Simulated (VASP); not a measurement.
A run of VASP 6.6.1 is set up as follows.

File POSCAR:

```
HfO2
1.0
    0.0000000000      2.5575000000      2.5575000000
    2.5575000000      0.0000000000      2.5575000000
    2.5575000000      2.5575000000      0.0000000000
Hf O
1 2
Direct
    0.0000000000      0.0000000000      0.0000000000
    0.7500000000      0.7500000000      0.7500000000
    0.2500000000      0.2500000000      0.2500000000
```

Contents of INCAR.step1:

```
SYSTEM = HfO2
PREC = Accurate
ENCUT = 600
EDIFF = 1E-5
ISMEAR = -1
SIGMA = 0.05
LREAL = .FALSE.
LASPH = .TRUE.
NELM = 100
ALGO = Normal
LWAVE = .TRUE.
LCHARG = .FALSE.
GGA = PE
NBANDS = 18
```

File INCAR.step2:

```
SYSTEM = HfO2
PREC = Accurate
ENCUT = 600
EDIFF = 1E-6
ISMEAR = -1
SIGMA = 0.05
LREAL = .FALSE.
LASPH = .TRUE.
NELM = 100
ALGO = Normal
ISIF = 3
LWAVE = .FALSE.
LCHARG = .FALSE.
GGA = B5
LHFCALC = .TRUE.
AEXX = 0.2
AGGAX = 0.72
AGGAC = 0.81
ALDAC = 0.19
PRECFOCK = Normal
HFRCUT = -1
IBRION = 2
NSW = 60
EDIFFG = -0.01
ISTART = 1
```

Contents of KPOINTS:

```
Automatic mesh
0
G
  5 5 5
  0 0 0
```

Potentials or basis: VASP PAW PBE potentials, release 64 (Hf_pv, O).

The run is started by

```sh
$ cat potpaw_PBE.64/Hf_pv/POTCAR potpaw_PBE.64/O/POTCAR > POTCAR
$ cp INCAR.step1 INCAR
$ mpirun -np 1 vasp_std > vasp.out
$ cp INCAR.step2 INCAR
$ mpirun -np 1 vasp_std > vasp.out
```

Question: Estimate the relaxed cell.

Answer: a = 3.587 Å, b = 3.587 Å, c = 3.587 Å, α = 60.00°, β = 60.00°, γ = 60.00°.

Question: Predict the space group after relaxing (to 0.05 Å).

Answer: Fm-3m (No. 225).

Question: Estimate the band gap on the k mesh.

Answer: 5.97 eV, indirect (least direct gap 6.34 eV).

Step by step:
| step | energy change (eV) | largest force (eV/Å) | pressure (GPa) | volume (Å³) |
| --- | --- | --- | --- | --- |
| 1 | 0.0000 | 0.0000 | -6.24 | 33.46 |
| 2 | 0.0252 | 0.0000 | 11.01 | 31.40 |
| 3 | -0.0162 | 0.0000 | -0.08 | 32.65 |

Caveat: the k mesh is coarse (spacing up to 0.43 Å⁻¹), so the values aren't converged, least of all with exact exchange; the PAW data sets were made with another functional, which shifts forces and pressure a little; spin-orbit coupling is left out, which moves the levels of the heavy elements; an odd mesh through Γ misses points on the zone boundary, where band edges often lie.
